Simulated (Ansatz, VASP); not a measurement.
**Two plane-wave programs on Pt**

Contents of INCAR:

```
ALGO = Fast
EDIFF = 1E-6
ENCUT = 520
GGA = PE
ISIF = 2
ISMEAR = -1
LASPH = T
LCHARG = T
LELF = T
LREAL = F
LVHAR = T
LWAVE = F
NBANDS = 17
NELM = 80
PREC = Accurate
SIGMA = 0.05
```

The input KPOINTS:

```
k-points
0
Gamma
  11 11 6
```

The input POSCAR:

```
Pt
1.0
    2.7606656158      0.0000000000      0.0000000000
   -1.3803328079      2.3908065546      0.0000000000
    0.0000000000      0.0000000000      4.7921340000
Pt
2
Direct
    0.3333333333      0.6666666667      0.2500000000
    0.6666666667      0.3333333333      0.7500000000
```

The input input.yaml:

```yaml
crystal:
  lattice:
    - [2.7606656158, 0.0, 0.0]
    - [-1.3803328079, 2.3908065546, 0.0]
    - [0.0, 0.0, 4.792134]
  atoms:
    - { symbol: Pt, position: [0.3333333333, 0.6666666667, 0.25] }
    - { symbol: Pt, position: [0.6666666667, 0.3333333333, 0.75] }
hamiltonian:
  xc: pbe
  pseudopotentials: { kind: paw }
kpoints:
  mp_grid: { grid: [11, 11, 6] }
  band_path:
    path:
      - [[0.0, 0.0, 0.0], [0.5, 0.0, 0.0], [0.3333333333, 0.3333333333, 0.0], [0.0, 0.0, 0.0], [0.0, 0.0, 0.5], [0.5, 0.0, 0.5], [0.3333333333, 0.3333333333, 0.5], [0.0, 0.0, 0.5]]
      - [[0.5, 0.0, 0.5], [0.5, 0.0, 0.0]]
      - [[0.3333333333, 0.3333333333, 0.0], [0.3333333333, 0.3333333333, 0.5]]
    npoints: 14
scf:
  occupations: { method: fermi_dirac, width: 0.05 }
  n_extra_bands: 6
output:
  forces: true
  stress: true
  eigenvalues: true
  fatbands: true
```

This isn't the form of Pt at room conditions, which is fcc.

Alike in both runs: functional PBE; k mesh 11 × 11 × 6; occupations fermi-dirac, width 0.05 eV; no spin polarisation.

```csv
,VASP,Ansatz
version,VASP 6.6.1,Ansatz 0.2.0
potentials or method,"VASP PAW PBE potentials, release 64 (Pt)",Ansatz PAW
plane-wave cutoff (eV),520,420
valence electrons in the cell,20,36
task,single point,band structure
```

|  | VASP | Ansatz | Ansatz less VASP |
| --- | --- | --- | --- |
| gap on the k mesh at the Fermi level (eV) | none | none | - |
| pressure (GPa) | -1.1 | -0.6 | +0.46 |
| largest component of the traceless stress (GPa) | 1.13 | 1.09 | -0.045 |

A gap of «none» marks a metal or a gap that the smearing closes. The two sets of potentials don't hold the same shells in valence.

Caveats: spin-orbit coupling is left out, which moves the levels of the heavy elements (Ansatz). Spin-orbit coupling is left out, which matters for the levels of Pt.
